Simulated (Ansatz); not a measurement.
**PtSe2 (Cmm2)**

These are results of DFT PBE, scalar-relativistic, plane waves, PAW in Ansatz, not measurements.

Cutoff 420 eV; k points 10×10×12 on the computed 3-atom cell (Γ-centred); Gaussian smearing, width 0.10 eV; no spin polarisation.

The structure is relaxed at this level of theory with its symmetry kept, and needn't be the ground state of this composition.

```cif
data_structure
_symmetry_space_group_name_H-M 'P 1'
_symmetry_Int_Tables_number 1
_cell_length_a 4.6423
_cell_length_b 4.6423
_cell_length_c 3.9501
_cell_angle_alpha 90.000
_cell_angle_beta 90.000
_cell_angle_gamma 109.657
_cell_volume 80.17
loop_
_atom_site_label
_atom_site_type_symbol
_atom_site_fract_x
_atom_site_fract_y
_atom_site_fract_z
_atom_site_occupancy
Pt1 Pt 0.00000 0.00000 0.56040 1
Se1 Se 0.00000 0.50000 0.35181 1
Se2 Se 0.50000 0.00000 0.35181 1
```

| Quantity | Value |
| --- | --- |
| Space group | Cmm2 (No. 35) |
| Volume per atom | 26.72 Å³ |
| Formation energy from the elements' standard states (uncorrected) | +0.173 eV/atom |
| Kohn–Sham band gap | none (metal) |
| Density of states at the Fermi level | 1.2 states/eV per cell |
| Orbital (Löwdin) character within 0.5 eV of the Fermi level | Se 4p 61 %, Pt 5d 33 % |
| Bader charge by site (e) | Pt (1 in the cell) -0.02, Se (2 in the cell) 0.01 |

Spin-orbit coupling is left out, which matters for the bands of heavy elements. The cell holds layers, chains or molecules and no dispersion correction was added, so their binding is poorly described.

Another cell of PtSe2 relaxed alike, in P-3m1, lies 0.57 eV/atom lower, so this cell isn't the stable form at this level.

The cell was found from a structure generator's guess, not taken from experiment. Löwdin shares on free-atom orbitals overweight diffuse shells.
